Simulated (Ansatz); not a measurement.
# PbS in the rocksalt structure

**What was measured.** A measured cell of cubic PbS (space group Fm-3m) at 200 K, from the Crystallography Open Database (1987, doi:10.1107/S0108270187091509), has a = 5.924 Å and 25.98 Å³/atom.

Computed with Ansatz (plane waves, PAW, 420 eV cutoff): PBEsol, scalar-relativistic, no spin polarisation, 10×10×10 k-mesh, Gaussian smearing of 0.05 eV. The datasets are Ansatz's generated set soft_2.

```cif
data_structure
_symmetry_space_group_name_H-M 'Fm-3m'
_symmetry_Int_Tables_number 225
_cell_length_a 5.9031
_cell_length_b 5.9031
_cell_length_c 5.9031
_cell_angle_alpha 90.000
_cell_angle_beta 90.000
_cell_angle_gamma 90.000
_cell_volume 205.70
loop_
_atom_site_label
_atom_site_type_symbol
_atom_site_symmetry_multiplicity
_atom_site_Wyckoff_symbol
_atom_site_fract_x
_atom_site_fract_y
_atom_site_fract_z
_atom_site_occupancy
Pb1 Pb 4 b 0.50000 0.00000 0.00000 1
S1 S 4 a 0.00000 0.00000 0.00000 1
```

The start was a prototype's sites filled with these elements; the Crystallography Open Database holds the compound in this structure.

The cell above was scaled in volume, its shape and atoms being fixed by the lattice's symmetry. Energies are counted from the cell above.

Cell and atoms are those of this level's equilibrium.

| V (Å³/atom) | ΔE (meV/atom) | P (GPa) | gap on the mesh (eV) |
| --- | --- | --- | --- |
| 24.68 | 8.3 | 2.6 | 0.03 |
| 25.20 | 2.0 | 1.3 | 0.11 |
| 25.71 | 0.0 | 0.0 | 0.19 |
| 26.23 | 1.9 | -1.1 | 0.27 |
| 26.74 | 7.2 | -2.2 | 0.34 |

Task: What do the points give for the equilibrium volume, the bulk modulus and its pressure derivative (third-order Birch–Murnaghan)?

Result: V0 = 25.71 Å³/atom, B0 = 60 GPa, B0′ = 4.1.

B0·V0 = 60.0 GPa × 25.71 Å³ = 9.63 eV/atom sets the scale: near the minimum ΔE ≈ ½ B0 V0 x², with x = V/V0 − 1, and a pressure of 0.6 GPa squeezes the volume by about 1 %. At the ends of the curve: x = −4.0 % predicts 7.7 meV/atom and the run gives 8.3; x = +4.0 % predicts 7.7 meV/atom and the run gives 7.2. Compression costs more and expansion less than the parabola says, since the crystal stiffens as it shrinks; B0′ measures that.

**Against experiment.** PBEsol gives 5.903 Å and 25.71 Å³/atom, −1.0 % in volume (−0.3 % in length) from the database's cell. PBEsol was built to cure PBE's overestimate of volumes, and the static lattice lacks thermal expansion.

These numbers lack spin–orbit coupling.
